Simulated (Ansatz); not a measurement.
# MgO (Periclase): the cost of one run

Program: Ansatz 0.2.0. Level of theory: DFT, PBE, plane-wave PAW, default files, scalar-relativistic, as far as a step names no other. These are calculated values, not measurements.

1 further run of the same task is left out (it didn't finish).

### 1 The starting structure

Symmetry: Fm-3m, No. 225, cubic system. The conventional cell has a = 4.037 Å, b = 4.037 Å, c = 4.037 Å, α = 90.00°, β = 90.00°, γ = 90.00°. Around Mg (site symmetry m-3m) lie 6 O at 2.02 Å. O (site symmetry m-3m) is surrounded by 6 Mg at 2.02 Å.

Coordinates:

```cif
data_structure
_symmetry_space_group_name_H-M 'P 1'
_symmetry_Int_Tables_number 1
_cell_length_a 2.8546
_cell_length_b 2.8546
_cell_length_c 2.8546
_cell_angle_alpha 60.000
_cell_angle_beta 60.000
_cell_angle_gamma 60.000
_cell_volume 16.45
loop_
_atom_site_label
_atom_site_type_symbol
_atom_site_fract_x
_atom_site_fract_y
_atom_site_fract_z
_atom_site_occupancy
Mg1 Mg 0.00000 0.00000 0.00000 1
O1 O 0.50000 0.50000 0.50000 1
```

The earlier run gave: gap on the mesh 6.08 eV, largest force 0.000 eV/Å, pressure 32.3 GPa.

Like atoms gathered into sites:

```tsv
site	atoms	first shell	V_zz (10²¹ V/m²)	η	C_Q (MHz)
Mg	1	6 O at 2.02 Å	0.00	–	0 (²⁵Mg)
O	2	6 Mg at 2.02 Å	0.00	–	0 (¹⁷O)
```

C_Q = eQV_zz/h, which is 24.18 MHz for Q = 1 b and V_zz = 10²¹ V/m²; η = (V_xx − V_yy)/V_zz. Quadrupole moments are those of Pyykkö's year-2017 table.

### 2 Ions relaxed at fixed cell

Contents of input.yaml:

```yaml
crystal:
  lattice:
    - [0.0, 2.0185, 2.0185]
    - [2.0185, 0.0, 2.0185]
    - [2.0185, 2.0185, 0.0]
  atoms:
    - { symbol: Mg, position: [0.0, 0.0, 0.0] }
    - { symbol: O, position: [0.5, 0.5, 0.5] }
kpoints:
  mp_grid: { grid: [13, 13, 13] }
scf:
  occupations: { method: fermi_dirac, width: 0.02 }
hamiltonian:
  xc: pbe
  pseudopotentials: { kind: paw }
output:
  forces: true
  stress: true
  populations: true
  efg:
    quadrupole_moments_barn: { Mg: 0.1994, O: -0.02558 }
    contact_densities: true
relax:
  f_tol: 0.02
  max_steps: 60
```

Launch:

```
> ansatz run input.yaml --threads 1 --pin off --max-ram 3072MiB --backend cpu --events-out ev --progress --plain --runs-dir out
```

What time and memory should one allow on 1 thread of Intel Xeon Platinum 8259CL at 2.50GHz (Skylake/Cascade Lake), shared host?

About 2.7 s, with a peak of 0.38 GiB.
